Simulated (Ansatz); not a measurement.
Runs of Ansatz 0.2.0 on Zn. Symmetry: Fm-3m, No. 225, cubic system. Conventional cell: a = 3.930 Å, b = 3.930 Å, c = 3.930 Å, α = 90.00°, β = 90.00°, γ = 90.00°. Zn (site symmetry m-3m) is surrounded by 12 Zn at 2.78 Å. This isn't the form of Zn at room conditions, which is hcp.

| task | level | cell | k mesh | points for each segment of the path | atoms under strain | gap on the mesh (eV) | pressure (GPa) | relaxed volume (Å³/atom) |
| --- | --- | --- | --- | --- | --- | --- | --- | --- |
| phonons | LDA | as given | 9 × 9 × 9 | - | - | none | - | - |
| relaxation of cell and atoms | RPBE+D4 | relaxed | 12 × 12 × 12 | - | - | none | 0.0 | 14.42 |
| relaxation of cell and atoms | PBEsol | relaxed | 12 × 12 × 12 | - | - | none | 0.0 | (a) |
| relaxation of cell and atoms | LDA | relaxed | 12 × 12 × 12 | - | - | none | 0.0 | 13.48 |
| relaxation of cell and atoms | RPBE | relaxed | 12 × 12 × 12 | - | - | none | 0.0 | (b) |
| band structure | RPBE | as given | 12 × 12 × 12 | 14 | - | none | 2.9 | - |
| relaxation of cell and atoms | BLYP+D4 | relaxed | 12 × 12 × 12 | - | - | none | 0.0 | 15.08 |
| band structure | revPBE | as given | 12 × 12 × 12 | 14 | - | none | 2.0 | - |
| elastic constants | LDA | as given | 9 × 9 × 9 | - | relaxed | none | -8.3 | - |
| relaxation of cell and atoms | BLYP+D3(BJ) | relaxed | 12 × 12 × 12 | - | - | none | 0.0 | 14.31 |
| relaxation of cell and atoms | revPBE+D4 | relaxed | 12 × 12 × 12 | - | - | none | 0.0 | 14.38 |
| band structure | PBEsol | as given | 12 × 12 × 12 | 14 | - | none | -5.2 | - |

Alike in all rows: potentials or basis Ansatz PAW; no spin polarisation; cutoff (eV) 420; smearing fermi-dirac 0.05 eV.

Q: Estimate the missing entries.

A: (a) 14.10; (b) 15.86.

Caveats: the PAW data sets come from PBE, with cores solved anew for the run's functional, which leaves a small shift of forces and pressure; the plane-wave basis is chosen anew once the cell has moved, so the energies of steps on either side of that aren't comparable (some runs); pairwise dispersion overbinds metals, which lowers pressure and volume (some runs); the cell is more than 3 GPa from zero pressure, which shifts response properties (some runs); the elastic tensor has a negative eigenvalue, so either the cell is unstable as it stands or the mesh is too thin (some runs).

A gap of «none» marks a metal or a gap under the smearing width.

Runs at the PBE level aren't shown here.
